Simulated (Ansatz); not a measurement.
The elements of this relaxed trial crystal are hidden behind letters.

```
lattice vectors (Å)
   4.8295    0.0000    0.0000
  -2.4148    4.1825    0.0000
   0.0000    0.0000    4.3881
fractional positions
X 0.0000 0.0000 0.0000
X 0.0000 0.3463 0.5000
X 0.6537 0.6537 0.5000
X 0.3463 0.0000 0.5000
Z 0.6667 0.3333 0.0000
Z 0.3333 0.6667 0.0000
```

These are results of DFT PBE, scalar-relativistic, plane waves, PAW in Ansatz, not measurements. Plane waves to 420 eV, a 12×12×8 mesh through Γ for the 6-atom cell and 0.10 eV Gaussian smearing; no spin polarisation.

```
Space group                                : P-62m (No. 189)
Conventional cell                          : a = 4.830 Å, c = 4.388 Å
Volume per atom                            : 14.77 Å³
Density                                    : 4.40 g/cm³
Energy over the elements                   : −0.02 eV/atom
Gap on the 12×12×8 mesh of the 6-atom cell : 0 eV (a metal)
```

Energies are uncorrected and count from the elements' standard states at the same level.

Problem. X is a p-block element of period 3 and Z is a d-block element of period 4. Which elements are they?

Solution. X = Al, Z = Cu, so the formula is Al2Cu. Density times volume gives a mean mass of 4.40 × 14.77/1.6605 = 39.1 u per atom, and this set has 39.2 u. Al on a site of symmetry -62m has 6 Al at 2.76 Å and 6 Cu at 2.79 Å; Al on a site of symmetry m2m is surrounded by 4 Cu at 2.70 Å and 8 Al at 2.74–2.90 Å; around Cu lie 9 Al at 2.70–2.79 Å and 3 Cu at 2.79 Å. Other sets within the hints have nearly the same mass, so mass alone doesn't settle it; this one was computed.

Symmetry constrained the relaxation, so the result can be a saddle point. Another cell of Al2Cu relaxed alike, in P-6m2, lies 38 meV/atom lower, so this cell isn't the stable form at this level.
